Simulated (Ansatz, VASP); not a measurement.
**One calculation of CdSe, two programs**

```
CELL_PARAMETERS angstrom
4.16732 0.00000 0.00000
-2.08366 3.60901 0.00000
0.00000 0.00000 9.12657
ATOMIC_POSITIONS crystal
Cd 0.00000 0.50000 0.16667
Cd 0.50000 0.50000 0.83333
Cd 0.50000 0.00000 0.50000
Se 0.50000 0.50000 0.33333
Se 0.50000 0.00000 0.00000
Se 0.00000 0.50000 0.66667
```

Alike in both runs: task single point; functional PBE; k mesh 6 × 6 × 2; occupations gaussian, width 0.1 eV; no spin polarisation.

|  | VASP | Ansatz |
| --- | --- | --- |
| version | VASP 6.6.1 | Ansatz 0.2.0 |
| potentials or method | VASP PAW PBE potentials, release 64 (Cd, Se) | scalar-relativistic, plane waves, PAW |
| plane-wave cutoff (eV) | 520 | 420 |
| valence electrons in the cell | 54 | 108 |

|  | VASP | Ansatz | Ansatz less VASP |
| --- | --- | --- | --- |
| gap on the k mesh at the Fermi level (eV) | 0.22 | 0.22 | +0.005 |
| least direct gap on the mesh (eV) | 0.22 | 0.22 | +0.005 |
| pressure (GPa) | 11.1 | 10.5 | -0.56 |
| largest component of the traceless stress (GPa) | 2.10 | 2.08 | -0.020 |

The two sets of potentials don't hold the same shells in valence.
